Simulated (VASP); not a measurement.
Here is a VASP 6.6.1 calculation.

File INCAR:

```
SYSTEM = Si
  PREC = Accurate
  ENCUT = 520
  EDIFF = 1E-7
  ISMEAR = 0
  SIGMA = 0.02
  LREAL = .False.
  LASPH = .True.
  NELM = 100
  ALGO = Normal
  ISIF = 2
  LWAVE = .False.
  LCHARG = .False.
  GGA = PS
  IBRION = 2
  NSW = 60
  EDIFFG = -0.002
```

KPOINTS

```
regular mesh
0
Gamma
  10 10 10
  0 0 0
```

POSCAR

```
Si
1.0
    0.0000000000      2.7276977521      2.7080602964
    2.7276977521      0.0000000000      2.7080602964
    2.7276977521      2.7276977521      0.0000000000
Si
2
Direct
    0.0000000000      0.0000000000      0.0000000000
    0.2500000000      0.2500000000      0.2500000000
```

Potentials or basis: VASP PAW PBE potentials, release 64 (Si).

Run with:

```sh
$ cat potpaw_PBE.64/Si/POTCAR > POTCAR
$ mpirun -np 1 vasp_std > vasp.out
```

(1) Estimate the band gap on the k mesh.

Results:

(1) 0.40 eV, indirect (least direct gap 2.46 eV).

Caveat: the relaxation stopped at its first step, so nothing moved.
